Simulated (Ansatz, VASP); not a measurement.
# Cu: VASP beside Ansatz

INCAR

```
  ALGO = Normal
  EDIFF = 1E-6
  ENCUT = 520
  GGA = PS
  ISIF = 2
  ISMEAR = -1
  LASPH = T
  LCHARG = T
  LELF = T
  LREAL = F
  LVHAR = T
  LWAVE = F
  NBANDS = 30
  NELM = 60
  PREC = Accurate
  SIGMA = 0.1
```

The input KPOINTS:

```
k-points
0
Gamma
  16 16 5
```

POSCAR

```
Cu
1.0
    2.5534472733      0.0000000000      0.0000000000
   -1.2767236367      2.2113502059      0.0000000000
    0.0000000000      0.0000000000      8.3415221397
Cu
4
Direct
    1.0000000000      1.0000000000      0.0000000000
    1.0000000000      1.0000000000      0.5000000000
    0.3333333333      0.6666666667      0.2500000000
    0.6666666667      0.3333333333      0.7500000000
```

Input for Ansatz:

```yaml
crystal:
  lattice:
    - [2.5534472733, 0.0, 0.0]
    - [-1.2767236367, 2.2113502059, 0.0]
    - [0.0, 0.0, 8.3415221397]
  atoms:
    - { symbol: Cu, position: [1.0, 1.0, 0.0] }
    - { symbol: Cu, position: [1.0, 1.0, 0.5] }
    - { symbol: Cu, position: [0.3333333333, 0.6666666667, 0.25] }
    - { symbol: Cu, position: [0.6666666667, 0.3333333333, 0.75] }
hamiltonian:
  xc: pbesol
  pseudopotentials:
    kind: paw
    azcp:
      Cu: "pseudopotentials/Cu.paw.azcp"
basis:
  ecutwfc: 420
  fft_grid_basis: typed
kpoints:
  mp_grid: { grid: [16, 16, 5], shift: [0, 0, 0] }
magnetization:
  spin_polarized: false
scf:
  occupations: { method: fermi_dirac, width: 0.1 }
  lower_state_search: "off"
output:
  stress: true
```

Alike in both runs: task single point; functional PBEsol; k mesh 16 × 16 × 5; occupations fermi-dirac, width 0.1 eV; no spin polarisation.

|  | VASP | Ansatz |
| --- | --- | --- |
| version | VASP 6.6.1 | Ansatz 0.2.0 |
| potentials or method | VASP PAW PBE potentials, release 64 (Cu) | plane waves (420 eV) with PAW, scalar-relativistic |
| plane-wave cutoff (eV) | 520 | 420 |
| valence electrons in the cell | 44 | 76 |

```tsv
	VASP	Ansatz	Ansatz less VASP
pressure (GPa)	-5.0	-5.9	-0.90
```

With one functional, cell and mesh, what is left measures potentials, basis and numerics. The two sets of potentials don't hold the same shells in valence. Ansatz warned: «pseudo_functional_mismatch».

Caveats: the PAW data sets were made with another functional, which shifts forces and pressure a little (VASP).
